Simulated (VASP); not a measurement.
# SiC in VASP: how settings move the r2SCAN single point

The r2SCAN single point of zincblende SiC, under +1.0 % equal strain in all directions is repeated with altered inputs. Which of them can be trusted?

The runs shown are made with VASP 6.6.1. PAW datasets, plane waves. Computed at 0 K without zero-point motion; spin polarisation is off.

## (1) The structure to begin with

The cell comes from an earlier relaxation with r2SCAN in another program.

Space group F-43m (No. 216), cubic; a = 4.400 Å in the conventional setting, 10.65 Å³ an atom. Near Si stand 4 C at 1.91 Å; near C stand 4 Si at 1.91 Å.

Structure file:

```cif
data_structure
_symmetry_space_group_name_H-M 'P 1'
_symmetry_Int_Tables_number 1
_cell_length_a 3.1110
_cell_length_b 3.1110
_cell_length_c 3.1110
_cell_angle_alpha 60.000
_cell_angle_beta 60.000
_cell_angle_gamma 60.000
_cell_volume 21.29
loop_
_atom_site_label
_atom_site_type_symbol
_atom_site_fract_x
_atom_site_fract_y
_atom_site_fract_z
_atom_site_occupancy
Si1 Si 0.00000 0.00000 0.00000 1
C1 C 0.25000 0.25000 0.25000 1
```

## (2) The reference run

Contents of INCAR:

```
ENCUT = 520.000000
SIGMA = 0.010000
EDIFF = 1.00e-07
ALGO = Normal
METAGGA = R2SCAN
PREC = Accurate
IBRION = -1
ISIF = 2
ISMEAR = 0
NBANDS = 11
NELM = 120
NSW = 0
LASPH = .TRUE.
LCHARG = .FALSE.
LWAVE = .FALSE.
LREAL = .FALSE.
```

Contents of KPOINTS:

```
KPOINTS created by Atomic Simulation Environment
0
Gamma
10 10 10
0 0 0
```

Contents of POSCAR:

```
Si C
 1.0000000000000000
     0.0000000000000000    2.1998328745000002    2.1998328745000002
     2.1998328745000002    0.0000000000000000    2.1998328745000002
     2.1998328745000002    2.1998328745000002    0.0000000000000000
 Si  C
   1   1
Cartesian
  0.0000000000000000  0.0000000000000000  0.0000000000000000
  1.0999164372499999  1.0999164372499999  1.0999164372499999
```

A file KPOINTS_OPT adds named points for the levels; it doesn't enter the self-consistent loop.

Potentials: the recommended PBE PAW datasets, 8 valence electrons.

Launch:

```console
mpirun -np 1 vasp_std
```

## (3) Try 1

Contents of INCAR:

```
EDIFF = 1.00e-07
ALGO = Normal
METAGGA = R2SCAN
PREC = Accurate
IBRION = -1
ISIF = 2
NBANDS = 11
NELM = 120
NSW = 0
LASPH = .TRUE.
LCHARG = .FALSE.
LWAVE = .FALSE.
LREAL = .FALSE.
ISMEAR = 0
SIGMA = 0.005
ENCUT = 250
```

Contents of KPOINTS:

```
KPOINTS created by Atomic Simulation Environment
0
Monkhorst-Pack
10 10 10
0 0 0
```

POSCAR is that of step 2.

## (4) Try 2

Contents of INCAR:

```
ENCUT = 520.000000
EDIFF = 1.00e-07
ALGO = Normal
METAGGA = R2SCAN
PREC = Accurate
IBRION = -1
ISIF = 2
NBANDS = 11
NSW = 0
LASPH = .TRUE.
LCHARG = .FALSE.
LWAVE = .FALSE.
LREAL = .FALSE.
ISMEAR = -4
SIGMA = 0.05
NELM = 77
```

KPOINTS is that of step 2.

POSCAR is that of step 2.

## (5) Try 3

Contents of INCAR:

```
ENCUT = 520.000000
EDIFF = 1.00e-07
ALGO = Normal
METAGGA = R2SCAN
PREC = Accurate
IBRION = -1
ISIF = 2
NBANDS = 11
NSW = 0
LASPH = .TRUE.
LCHARG = .FALSE.
LWAVE = .FALSE.
LREAL = .FALSE.
NELM = 100
ISMEAR = 2
SIGMA = 0.6
```

KPOINTS is that of step 2.

POSCAR is that of step 2.

**Question.** What will these runs give? Wanted: for each run, changed; ending; energy change; pressure; electronic steps; usable.

**Answer**, as computed:

| run | changed | ending | energy change (meV/atom) | pressure (GPa) | gap on the mesh (eV; negative: overlap) | electronic steps | time | usable |
| --- | --- | --- | --- | --- | --- | --- | --- | --- |
| ref. | – | converged | 0 | -6.5 | 1.74 | 13 | 29 s | yes |
| 1 | ISMEAR = 0, SIGMA = 0.005, ENCUT = 250, shifted mesh | converged | -33.9 | -21.3 | 1.91 | 13 | 16 s | no |
| 2 | ISMEAR = -4, SIGMA = 0.05, NELM = 77 | converged | 0.0 | -6.5 | 1.74 | 13 | 26 s | yes |
| 3 | ISMEAR = 2, SIGMA = 0.6 | converged | 0.2 | -6.5 | 1.74 | 13 | 26 s | no |

What this shows: Of 3 altered inputs, 2 ended normally on a faulty or unsound input, 1 gave usable results.
